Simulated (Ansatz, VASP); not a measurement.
# Two plane-wave programs on Si2W

Contents of INCAR:

```
PREC = Accurate ; ENCUT = 520
EDIFF = 1E-6 ; ISMEAR = -1
SIGMA = 0.05 ; LREAL = F
LASPH = T ; NELM = 100
ALGO = Normal ; ISIF = 2
LWAVE = F ; LCHARG = F
GGA = PS ; NBANDS = 18
```

Contents of KPOINTS:

```
Automatic mesh
0
Gamma
  10 10 10
```

POSCAR

```
Si2W
1.0
   -1.6069000000      1.6069000000      3.7583520000
    1.6069000000     -1.6069000000      3.7583520000
    1.6069000000      1.6069000000     -3.7583520000
W Si
1 2
Direct
    0.0000000000      0.0000000000      0.0000000000
    0.6653000000      0.6653000000      0.0000000000
    0.3347000000      0.3347000000      0.0000000000
```

The input input.yaml:

```yaml
crystal:
  lattice:
    - [-1.6069, 1.6069, 3.758352]
    - [1.6069, -1.6069, 3.758352]
    - [1.6069, 1.6069, -3.758352]
  atoms:
    - { symbol: W, position: [0.0, 0.0, 0.0] }
    - { symbol: Si, position: [0.6653, 0.6653, 0.0] }
    - { symbol: Si, position: [0.3347, 0.3347, 0.0] }
hamiltonian:
  xc: pbesol
  pseudopotentials: { kind: paw }
kpoints:
  mp_grid: { grid: [10, 10, 10] }
scf:
  occupations: { method: fermi_dirac, width: 0.05 }
output:
  forces: true
  stress: true
  eigenvalues: true
```

Alike in both runs: task single point; functional PBEsol; k mesh 10 × 10 × 10; occupations fermi-dirac, width 0.05 eV; no spin polarisation.

|  | VASP | Ansatz |
| --- | --- | --- |
| version | VASP 6.6.1 | Ansatz 0.2.0 |
| potentials or method | VASP PAW PBE potentials, release 64 (W_sv, Si) | Ansatz PAW |
| plane-wave cutoff (eV) | 520 | 420 |
| valence electrons in the cell | 22 | 22 |

|  | VASP | Ansatz | Ansatz less VASP |
| --- | --- | --- | --- |
| gap on the k mesh at the Fermi level (eV) | none | none | - |
| pressure (GPa) | 10.0 | 9.6 | -0.40 |
| largest component of the traceless stress (GPa) | 14.81 | 14.82 | +0.013 |
| rms of the force components (eV/Å) | 0.036 | 0.035 | -0.0011 |

Atom by atom the forces differ by 0.001 eV/Å (rms over components). A gap of «none» marks a metal or a gap that the smearing closes.

Caveats: the PAW data sets were made with another functional, which shifts forces and pressure a little (VASP); the PAW data sets come from PBE, with cores solved anew for the run's functional, which leaves a small shift of forces and pressure (Ansatz). Spin-orbit coupling is left out, which matters for the levels of W.
